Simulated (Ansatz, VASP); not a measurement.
## Sn18O35 (V_O2) in two plane-wave programs

Aim: how closely do two programs agree when they are given the same cell, functional and k mesh? The cell is taken from a series of runs on this material, whose earlier steps may have relaxed, scaled, displaced or heated it; both programs get it as it stands.

Calculated with Ansatz 0.2.0; plane waves, with VASP 6.6.1 beside it; single point at r2SCAN.

### Step 1. The starting structure

The cell holds 53 atoms: 18 Sn and 35 O. Its edges and angles: a = 10.639 Å, b = 6.728 Å, c = 9.602 Å, α = 90.0°, β = 90.0°, γ = 108.4°. It derives from SnO2 (SnO2 (P4_2/mnm)). Nearest the centre at fractional (0.537, 0.769, 0.667): Sn9 at 1.99 Å, Sn17 at 2.00 Å, Sn15 at 2.00 Å, O53 at 2.62 Å, O35 at 2.89 Å, O47 at 2.90 Å, O33 at 2.90 Å, O44 at 2.90 Å.

Structure file:

```
Sn O
1.0
     9.51550    4.75775    0.00000
    -4.75775    4.75775    0.00000
     0.00000    0.00000    9.60204
Sn O
18 35
Direct
  0.99859 0.49933 0.16711
  0.33175 0.16581 0.16707
  0.66791 0.83391 0.16714
  0.99766 0.99877 0.99988
  0.33292 0.66634 0.00130
  0.66634 0.33349 0.00067
  0.00190 0.50097 0.50108
  0.33322 0.16669 0.50009
  0.66048 0.82991 0.50443
  0.99758 0.99885 0.33437
  0.33289 0.66645 0.33285
  0.66634 0.33279 0.33352
  0.00186 0.50095 0.83315
  0.33331 0.16664 0.83404
  0.66071 0.83054 0.82993
  0.00065 0.00045 0.66715
  0.33940 0.66971 0.66705
  0.66748 0.33352 0.66706
  0.99698 0.80477 0.16716
  0.33133 0.47099 0.16706
  0.66701 0.13951 0.16692
  0.99775 0.19264 0.16708
  0.33222 0.86067 0.16704
  0.66774 0.52779 0.16726
  0.20271 0.10061 0.00004
  0.53603 0.76705 0.00218
  0.87060 0.43542 0.99916
  0.12943 0.56524 0.00094
  0.46208 0.23181 0.00110
  0.79326 0.89687 0.99675
  0.00055 0.80579 0.50062
  0.33572 0.47368 0.50001
  0.66370 0.13839 0.50128
  0.00137 0.19521 0.50050
  0.33702 0.86275 0.50015
  0.66497 0.52545 0.50121
  0.20264 0.10059 0.33407
  0.53595 0.76745 0.33198
  0.87064 0.43439 0.33504
  0.12944 0.56558 0.33325
  0.46204 0.23161 0.33304
  0.79318 0.89725 0.33757
  0.00069 0.80585 0.83360
  0.33626 0.47395 0.83402
  0.66399 0.13890 0.83307
  0.00127 0.19519 0.83386
  0.33682 0.86256 0.83412
  0.66453 0.52565 0.83273
  0.20445 0.10177 0.66712
  0.87193 0.43504 0.66713
  0.13356 0.56728 0.66715
  0.46250 0.23173 0.66704
  0.79670 0.89899 0.66714
```

### Step 2. VASP: single point, r2SCAN

With cell and atoms fixed, the geometry can't cause a difference; cores, projectors, grids and the points listed under the comparison can.

Lines of VASP's logs that name or quote its potential files are left out, and so is its time.

File INCAR:

```
SYSTEM = Sn18O35
PREC = Accurate
ENCUT = 580
EDIFF = 1E-06
NELM = 120
ISMEAR = -1
SIGMA = 0.01
LREAL = Auto
ALGO = Normal
METAGGA = R2SCAN
LASPH = .TRUE.
NBANDS = 272
LORBIT = 11
LWAVE = .FALSE.
LCHARG = .FALSE.
ISIF = 2
ISYM = 0
GGA_COMPAT = .FALSE.
EFERMI = MIDGAP
LMIXTAU = .TRUE.
KPAR = 4
```

File POSCAR:

```
Sn18O35
1.0
    9.5155030731      4.7577515366      0.0000000000
   -4.7577515366      4.7577515366      0.0000000000
    0.0000000000      0.0000000000      9.6020443945
Sn O
18 35
Direct
    0.9985851630      0.4993267407      0.1671068134
    0.3317485198      0.1658078461      0.1670747433
    0.6679112419      0.8339135581      0.1671413200
    0.9976624389      0.9987654496      0.9998833358
    0.3329215792      0.6663427621      0.0012990673
    0.6663352104      0.3334850445      0.0006663563
    0.0018991512      0.5009730460      0.5010791143
    0.3332200010      0.1666881457      0.5000855148
    0.6604794353      0.8299086049      0.5044308947
    0.9975810361      0.9988532822      0.3343722523
    0.3328910741      0.6664460007      0.3328491925
    0.6663389573      0.3327931288      0.3335221043
    0.0018644079      0.5009513754      0.8331500946
    0.3333129005      0.1666410668      0.8340440444
    0.6607110482      0.8305387736      0.8299262953
    0.0006476433      0.0004517067      0.6671528781
    0.3393975692      0.6697116621      0.6670483332
    0.6674796745      0.3335193211      0.6670573161
    0.9969762115      0.8047686256      0.1671585982
    0.3313317949      0.4709924867      0.1670641466
    0.6670106663      0.1395083320      0.1669237723
    0.9977459197      0.1926383516      0.1670811653
    0.3322226052      0.8606704523      0.1670395498
    0.6677438799      0.5277906500      0.1672569285
    0.2027091240      0.1006133878      0.0000378426
    0.5360282454      0.7670517093      0.0021750580
    0.8705971659      0.4354193109      0.9991627956
    0.1294304845      0.5652369958      0.0009425799
    0.4620832090      0.2318079392      0.0011013087
    0.7932640992      0.8968713115      0.9967474634
    0.0005477147      0.8057870746      0.5006242315
    0.3357178427      0.4736812585      0.5000092674
    0.6637024808      0.1383917240      0.5012833314
    0.0013736261      0.1952097039      0.5005016938
    0.3370172097      0.8627519041      0.5001533374
    0.6649666300      0.5254460739      0.5012106611
    0.2026436838      0.1005911084      0.3340679141
    0.5359507344      0.7674513699      0.3319778158
    0.8706369758      0.4343885391      0.3350372540
    0.1294368663      0.5655835220      0.3332494536
    0.4620396262      0.2316073394      0.3330368255
    0.7931784777      0.8972467901      0.3375683011
    0.0006945531      0.8058486568      0.8335955138
    0.3362583211      0.4739488271      0.8340244382
    0.6639883113      0.1389006744      0.8330736734
    0.0012707698      0.1951892055      0.8338561786
    0.3368246777      0.8625624614      0.8341199683
    0.6645282110      0.5256451752      0.8327260151
    0.2044472582      0.1017749809      0.6671202493
    0.8719308411      0.4350423541      0.6671322719
    0.1335622739      0.5672762243      0.6671468116
    0.4625022231      0.2317255810      0.6670428865
    0.7967033194      0.8989928929      0.6671361386
```

File KPOINTS:

```
Points of the shifted mesh
8
Reciprocal
 0.2500000000  0.2500000000  0.2500000000 1
 0.2500000000  0.2500000000  0.7500000000 1
 0.2500000000  0.7500000000  0.2500000000 1
 0.2500000000  0.7500000000  0.7500000000 1
 0.7500000000  0.2500000000  0.2500000000 1
 0.7500000000  0.2500000000  0.7500000000 1
 0.7500000000  0.7500000000  0.2500000000 1
 0.7500000000  0.7500000000  0.7500000000 1
```

Potentials, in the order of the species: Sn_d and O (PBE family, release 64).

On the command line:

```bash
$ mpirun -np 8 vasp_std
```

Numbers of over 12 decimals in the logs are rounded to 6 here.

The log of the run:

```text
[banner, memory and clock lines left out]
running    8 mpi-ranks, on    1 nodes
[...]
|                                                                             |
|           W    W    AA    RRRRR   N    N  II  N    N   GGGG   !!!           |
|           W    W   A  A   R    R  NN   N  II  NN   N  G    G  !!!           |
|           W    W  A    A  R    R  N N  N  II  N N  N  G       !!!           |
|           W WW W  AAAAAA  RRRRR   N  N N  II  N  N N  G  GGG   !            |
|           WW  WW  A    A  R   R   N   NN  II  N   NN  G    G                |
|           W    W  A    A  R    R  N    N  II  N    N   GGGG   !!!           |
|                                                                             |
|     For optimal performance we recommend to set                             |
|       NCORE = 2 up to number-of-cores-per-socket                            |
|     NCORE specifies how many cores store one orbital (NPAR=cpu/NCORE).      |
|     This setting can greatly improve the performance of VASP for DFT.       |
[...]
|               ----> ADVICE to this user running VASP <----                  |
|                                                                             |
|     You enforced a specific xc type in the INCAR file but a different       |
|     [... a line on the potential file left out ...]
|     I HOPE YOU KNOW WHAT YOU ARE DOING!                                     |
|                                                                             |

 LDA part: xc-table for (None), standard interpolation
 POSCAR, INCAR and KPOINTS ok, starting setup
[...]
entering main loop
       N       E                     dE             d eps       ncg     rms          rms(c)
DAV:   1     0.102734310756E+05    0.10273E+05   -0.19154E+05  4376   0.294E+03
DAV:   2     0.190106043038E+04   -0.83724E+04   -0.80126E+04  4352   0.932E+02
DAV:   3    -0.567604793927E+03   -0.24687E+04   -0.23354E+04  4552   0.371E+02
DAV:   4    -0.900625447546E+03   -0.33302E+03   -0.32545E+03  5064   0.143E+02
[...]
DAV:  22    -0.751219759626E+03   -0.34254E-04   -0.12206E-05  4096   0.121E-02    0.306E-03
DAV:  23    -0.751219760909E+03   -0.12833E-05   -0.73285E-07  2752   0.380E-03    0.149E-03
DAV:  24    -0.751219760584E+03    0.32541E-06   -0.46647E-07  2448   0.348E-03
   1 F= -.75121976E+03 E0= -.75121976E+03  d E =0.000000E+00
```

OUTCAR, selected parts (step 2):

```text
  Total        4.2947632      4.0809988      5.1802102     -4.4228027      0.0255057      0.0190042
  in kB       10.5526448     10.0274053     12.7282731    -10.8672503      0.0626699      0.0466951
  external PRESSURE =      11.1027744 kB  Pullay stress =       0.0000000 kB

 POSITION                                       TOTAL-FORCE (eV/Angst)
 -----------------------------------------------------------------------------------
      7.12637      7.12669      1.60457         0.007048      0.007239     -0.001538
      2.36788      2.36725      1.60426        -0.005000     -0.001760     -0.002926
      2.38796      7.14531      1.60490         0.008838      0.005315      0.001105
      4.74138      9.49851      9.60092         0.022557      0.010217      0.015426
     -0.00238      4.75425      0.01247        -0.004732     -0.000088      0.023709
      4.75388      4.75690      0.00640        -0.001241      0.005543      0.029414
     -2.36543      2.39254      4.81138         0.002108      0.005957     -0.011537
      2.37770      2.37844      4.80184        -0.005312     -0.021232     -0.016978
      2.33630      7.09090      4.84357        -0.009208      0.007690     -0.034055
      4.74019      9.49854      3.21066         0.019872      0.011672     -0.010093
     -0.00316      4.75460      3.19603        -0.011555      0.000358     -0.025598
      4.75720      4.75362      3.20249        -0.001616      0.006306     -0.030304
     -2.36566      2.39227      7.99994         0.008088      0.014848      0.015371
      2.37880      2.37866      8.00853        -0.011751     -0.013158      0.020924
[...]
-----------------------------------------------------------------------------------
    total drift:                                0.035806      0.019427      0.012281

  FREE ENERGIE OF THE ION-ELECTRON SYSTEM (eV)
  ---------------------------------------------------
  free  energy   TOTEN  =      -751.2197605841 eV

  energy  without entropy=     -751.2197605841  energy(sigma->0) =     -751.21976058

[... 1 further part left out ...]
```

The run ends at a pressure of 1.11 GPa, with forces up to 0.086 eV/Å.

### Step 3. Ansatz: single point, r2SCAN

Ansatz runs on its PAW soft_1 files.

The same cell, functional, mesh and smearing now go to Ansatz.

File input.yaml:

```yaml
crystal:
  checkpoint: "../q0.relax.run"
  host: checkpoint
basis:
  ecutwfc: 500
  xc_grid: 2
hamiltonian:
  xc: r2scan
  pseudopotentials: { kind: paw, azcp: { folder: soft_1 } }
kpoints:
  mp_grid: { grid: [2, 2, 2], shift: [0.5, 0.5, 0.5] }
scf:
  occupations: { method: fermi_dirac, width: 0.01 }
  max_iter: 60
output:
  forces: true
  eigenvalues: true
  charged_corrections:
    epsilon: [4.6, 4.6, 4.91]
    static_epsilon: [13.48, 13.48, 10.42]
    defect_position: [0.537295, 0.768648, 0.666667]
  eigenstates: { localisation: true }
  populations: true
  band_densities: [{ bands: [v1, v1] }, { bands: [c1, c1] }]
  write_density: true
  write_potential: true
  volumetric_format: npy
  elf: true
checkpoint:
  read: "../q0.relax.run"
  write: "../q0.point.run"
  compress: false
  write_wavefunctions: false
  write_every: 100000
```

On the command line:

```bash
$ ansatz run input.yaml --threads 4 --pin off --max-ram 15073MiB --backend cpu --events-out ev --progress --plain --runs-dir out
```

The log of the run:

```text
crystal.checkpoint: the structure is that of <dir>, a `relax` run, at its step 5: its result, under r2scan at a charge of 0 e; 53 atoms read, 0 with a starting moment; crystal.structure_sha256 for this input is
Engine: ansatz 0.2.0, aarch64-unknown-linux-gnu
Pseudopotentials: kind: paw
Pseudopotential: Sn, paw, valence charge 14, recommended cutoff 500 eV (meta_gga), soft_1/Sn.paw.azcp
Pseudopotential: O, paw, valence charge 6, recommended cutoff 500 eV (meta_gga), soft_1/O.paw.azcp
Functional definition: r2SCAN
  parameter k0 = 0.174
  parameter k1 = 0.065
  parameter a1 = 4.9479
  exchange = r2scan_x(k0 = k0, k1 = k1, a1 = a1)
  correlation = r2scan_c
Crystal: 53 atoms, lattice volume = 652.061 Å³
Basis set: ecut = 500 eV, 16551 PW (Γ), exchange–correlation on 160×100×144 points (8 copies of the dense FFT grid, shifted against one another)
Bands: 284, of which v1, the nominal top of the filled ones, is band 231 counted from 1 (230 counted from 0)
Symmetry: 1 space group operations
Space group: P1 (ITA 1), of the structure as read, at distance tolerance 8.7e-5 Å
k-points: 4 of 8 (time reversal used)
Non-local potential: Sn, projectors of the file, l = 0: 2, l = 1: 2, l = 2: 2, l = 3: 1
Non-local potential: O, projectors of the file, l = 0: 2, l = 1: 2, l = 2: 1
PAW form: soft (Blöchl's): semilocal exchange-correlation on the pseudo side does not see the compensation charge
PAW frozen core: Sn, regenerated for the run's functional (the file was generated under x = pbe(κ = 0.804, μ = 0.219515), c = pbe(β = 0.066725))
PAW frozen core: O, regenerated for the run's functional (the file was generated under x = pbe(κ = 0.804, μ = 0.219515), c = pbe(β = 0.066725))
PAW one-centre angular grid: Sn, 590 points (default); XC on 160 Gauss nodes
PAW one-centre angular grid: O, 302 points (default); XC on 160 Gauss nodes
Initial density: read from a saved state, or passed on in memory by an earlier SCF of this step, an earlier step, the calling program or the single point that the run made first
Stability of the state it starts from, as read at its close in the unpolarized treatment: not read negative (Ritz values of 1 − χ₀K, real part plus size of imaginary part, from 1.0 to 1.4, by its mixing steps under no symmetry)
Initial wavefunctions: pseudopotential atomic-orbital guess — the wavefunctions supplied were not used: k-point sampling differs
Functional: x = r2scan, c = r2scan; τ floored in thin density (d = 2e-4 eV/Å³)
iter 1 solved again at ethr=7.20e-7 eV; its pass at ethr=3.10e-3 eV (dr2=3.33e-3 eV) is discarded
SCF iter   1: F=—  HF=-128602.532280 eV  |F-HF|=—  |Δ(HF+E_count)|=         —  Δρ=5.14e-4  dr2=3.16e-3  dr2_τ=5.14e-5  ethr=7.20e-7  ⟨swp⟩=6.5  Hψ=7696  notcnv=0
preconditioner: auto → Resta (q_TF=auto, 2.576 Å⁻¹)  ε∞=3.3  [insulator: Δε(μ)=2.036 eV  Ē_g=20.617 eV  σ=0.010 eV  W_gap=1.00  n_scr=180 (ndim 8)  ℏωp=31.3 eV  f_vac=0.029  D(μ)=0.00/eV (n_scr^D=0)  ε∞_Penn≈3.3]
SCF iter   2: F=—  HF=-128602.531574 eV  |F-HF|=—  |Δ(HF+E_count)|=   7.07e-4  Δρ=2.62e-4  dr2=5.11e-4  dr2_τ=2.87e-5  ethr=6.83e-7  ⟨swp⟩=2.0  Hψ=1452  notcnv=0
SCF iter   3: F=—  HF=-128602.531480 eV  |F-HF|=—  |Δ(HF+E_count)|=   9.34e-5  Δρ=1.10e-4  dr2=8.63e-5  dr2_τ=8.45e-6  ethr=1.11e-7  ⟨swp⟩=2.0  Hψ=1458  notcnv=0
SCF iter   4: F=—  HF=-128602.531124 eV  |F-HF|=—  |Δ(HF+E_count)|=   3.56e-4  Δρ=3.61e-5  dr2=7.33e-6  dr2_τ=6.07e-7  ethr=1.87e-8  ⟨swp⟩=2.0  Hψ=1548  notcnv=0
SCF iter   5: F=—  HF=-128602.531124 eV  |F-HF|=—  |Δ(HF+E_count)|=   1.16e-7  Δρ=1.33e-5  dr2=1.00e-6  dr2_τ=1.16e-7  ethr=1.59e-9  ⟨swp⟩=2.0  Hψ=1912  notcnv=0
SCF iter   6: F=—  HF=-128602.531124 eV  |F-HF|=—  |Δ(HF+E_count)|=   8.21e-9  Δρ=4.90e-6  dr2=1.13e-7  dr2_τ=1.05e-8  ethr=2.17e-10  ⟨swp⟩=2.0  Hψ=1638  notcnv=0
SCF iter   7: F=-128602.531124 eV  HF=-128602.531124 eV  |F-HF|=5.36e-9  |Δ(HF+E_count)|=   4.07e-8  Δρ=1.68e-6  dr2=1.47e-8  dr2_τ=1.42e-9  ethr=2.16e-11  ⟨swp⟩=13.0  Hψ=7671  notcnv=0
SCF 1 converged in 7 iterations: F = -128602.531124 eV  dr2 = 1.47e-8
  greatest PAW one-centre occupation: 0.995 electrons in one spin orbital (limit 2), on the Sn atom at site 1 (counted from 0), in its partial waves of l = 2
SCF converged after 7 iterations
Free energy (F): -128602.531124 eV
Harris-Foulkes:  -128602.531124 eV  (|F-HF|=5.36e-9)
Internal energy: -128602.531124 eV  (E = F + TS)
E sigma→0 (E₀):  -128602.531124 eV
Fermi energy:    10.996613 eV
--- Per-component energies (eV) ---
  E_band       = -1500.481384
  E_kinetic    = 9016.426998
  E_local      = -28763.704460  (includes V_loc(G=0)·N_el)
  E_nonlocal   = 4428.276074
  E_hartree    = 13145.342678
  E_xc         = -4544.068773
  E_vxc        = -5079.616460  (∫ρ·V_xc dr)
  E_paw        = -84972.513118  (= ΣΔE_a)
  E_vpaw       = -7711.260229  (= ΣTr[D̂ρ^β])
  E_aug_tail   = 0.010781  (compensation charges beyond the density's cutoff)
[...]
k-point 2: bands = [... 227 lower, 8.2332, 8.3295, 8.6177, 9.8980, 12.0261, 12.5401, 12.8339, 13.7803, ... 49 higher]
  k-point 3: bands = [... 227 lower, 8.2336, 8.3293, 8.6177, 9.8977, 12.0266, 12.5401, 12.8347, 13.7796, ... 49 higher]
--- Löwdin populations: 53 sites ---
  site symbol       q [e]
     0     Sn     12.1468
     1     Sn     12.1458
     2     Sn     12.1575
     3     Sn     12.1501
     4     Sn     12.1443
     5     Sn     12.1515
     6      O      6.8620
     7      O      6.8647
     8      O      6.8621
     9      O      6.8620
    10      O      6.8647
    11      O      6.8621
    12      O      6.8627
    13      O      6.8554
    14      O      6.8629
    15      O      6.8627
    16      O      6.8636
    17      O      6.8610
    18     Sn     12.1500
    19     Sn     12.1488
    20     Sn     12.4412
    21     Sn     12.1502
    22     Sn     12.1444
    23     Sn     12.1516
[...]
45      O      6.8630
    46      O      6.8543
    47      O      6.8570
    48      O      6.8630
    49      O      6.8644
    50      O      6.8625
    51      O      6.8702
    52      O      6.8554
  spilling = 0.005052 (of n_electrons = 462.000000)
--- Band densities, each state counted as filled ---
  window                                       electrons  max residual (eV)  cut levels
  bands: [v1, v1]                               2.000000             3.5e-9           0
  bands: [c1, c1]                               2.000000             2.3e-4           0
```

### Step 4. Comparison

Known differences besides the potentials themselves: VASP keeps PBE cores, Ansatz makes them for the functional; the cutoff is 500 eV in Ansatz and 580 eV in VASP (PREC = Accurate, projectors in real space). Total energies have different zeros and are not compared.

Compared:

```
              quantity  Ansatz   VASP  difference
gap on the k mesh (eV)   2.058  2.082      -0.024
```

Forces on 7 of the 53 atoms, those with the largest forces and the largest differences (eV/Å; atoms numbered as in POSCAR):

```
atom         Ansatz x, y, z           VASP x, y, z
 Sn9   0.026, 0.043, -0.094  -0.009, 0.008, -0.034
Sn15    0.044, 0.023, 0.091   0.008, -0.014, 0.033
Sn17  -0.053, -0.053, 0.006    0.011, 0.005, 0.008
 O33   0.027, -0.031, 0.029   0.049, -0.053, 0.026
 O36   -0.049, 0.014, 0.030   -0.070, 0.035, 0.027
 O45  0.026, -0.041, -0.034  0.047, -0.065, -0.033
 O53  -0.059, -0.061, 0.000  -0.049, -0.049, 0.000
```

The forces differ by 18 meV/Å r.m.s., which is 77.6 % of the r.m.s. force of 0.023 eV/Å (both taken over all components). A gap on the mesh is an upper bound, since the band edges may lie between its points.

### Step 5. Outcome

```yaml
r_m_s_force_difference_single_point_r2scan: 18 meV/Å
```

**Reading.** The r.m.s. force difference is 18 meV/Å (single point, r2SCAN), beyond the 12 meV/Å picked in this series as the mark of a large difference. What causes the difference of the single point, r2SCAN pair stays open here. Such differences can come from data sets, numerical settings and the points named under the comparisons, not from the functional's error against experiment.

[Lines on the potential files, build, host, timing and source positions are cut from VASP's logs without a mark.]

[Logs are printed without paths, hosts, clocks, repeated set-up lines and the standing remarks that a program may print on its own settings, such as how far it seeks lower states.]

[Hosts, paths, dates, database ids (printed as entryN), source tags and the programs' standing remarks are cut or masked in the printed files.]
